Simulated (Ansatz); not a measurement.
# Zr: the cost of one run

Method: DFT PBE, scalar-relativistic, plane waves, PAW, in Ansatz 0.2.0.

2 further runs of the same task are left out: 1 that didn't finish, 1 set aside as unsound or not needed.

## 1. Starting point

It takes space group P6_3/mmc (No. 194, hexagonal). The conventional cell has a = 3.233 Å, b = 3.233 Å, c = 5.169 Å, α = 90.00°, β = 90.00°, γ = 120.00°. Zr (site symmetry -6m2) is surrounded by 12 Zr at 3.19 to 3.23 Å.

Coordinates:

```cif
data_structure
_symmetry_space_group_name_H-M 'P 1'
_symmetry_Int_Tables_number 1
_cell_length_a 3.2328
_cell_length_b 3.2328
_cell_length_c 5.1691
_cell_angle_alpha 90.000
_cell_angle_beta 90.000
_cell_angle_gamma 120.000
_cell_volume 46.78
loop_
_atom_site_label
_atom_site_type_symbol
_atom_site_fract_x
_atom_site_fract_y
_atom_site_fract_z
_atom_site_occupancy
Zr1 Zr 0.33333 0.66667 0.25000 1
Zr2 Zr 0.66667 0.33333 0.75000 1
```

This cell was relaxed beforehand with the same method: volume 23.39 Å³/atom, gap on the mesh none (metal).

## 2. Next: the zigzag chain

A free-standing chain of the crystal's atoms, periodic along c. Atoms and period relax; energies count from the bulk, -4183.8358 eV an atom.

The cell holds 2 Zr: a = 10.300 Å, b = 9.300 Å, c = 5.165 Å, α = 90.00°, β = 90.00°, γ = 90.00°.

## 3. Relaxation

Pressure and volume refer to the whole cell with its vacuum; only the period along c may change.

input.yaml reads:

```yaml
crystal:
  lattice:
    - [10.3, 0.0, 0.0]
    - [0.0, 9.3, 0.0]
    - [0.0, 0.0, 5.1646234664]
  atoms:
    - { symbol: Zr, position: [0.4373225307, 0.5, 0.0], spin: 1.5 }
    - { symbol: Zr, position: [0.5626774693, 0.5, 0.5], spin: 1.5 }
basis:
  ecutwfc: 420
kpoints:
  mp_grid: { grid: [1, 1, 13] }
hamiltonian:
  xc: pbe
scf:
  occupations: { method: gaussian, width: 0.05 }
output:
  forces: true
  stress: true
  eigenvalues: true
  populations: true
  write_density: true
  write_potential: true
  elf: true
  volumetric_format: npy
magnetization:
  spin_polarized: true
relax:
  adjacent_minimum: "off"
  f_tol: 0.01
  max_steps: 45
  cell: { fix: [a, b, alpha, beta, gamma], stress_tol: 0.03 }
```

On the command line:

```console
$ ansatz run input.yaml --threads 2 --pin off --max-ram 5120MiB --backend cpu --events-out ev --progress --plain --runs-dir out
```

**Question.** How long does this run take on 2 threads of Arm Neoverse V1, shared host, and how much memory does it need?

About 68 s, with a peak of 0.7 GiB.
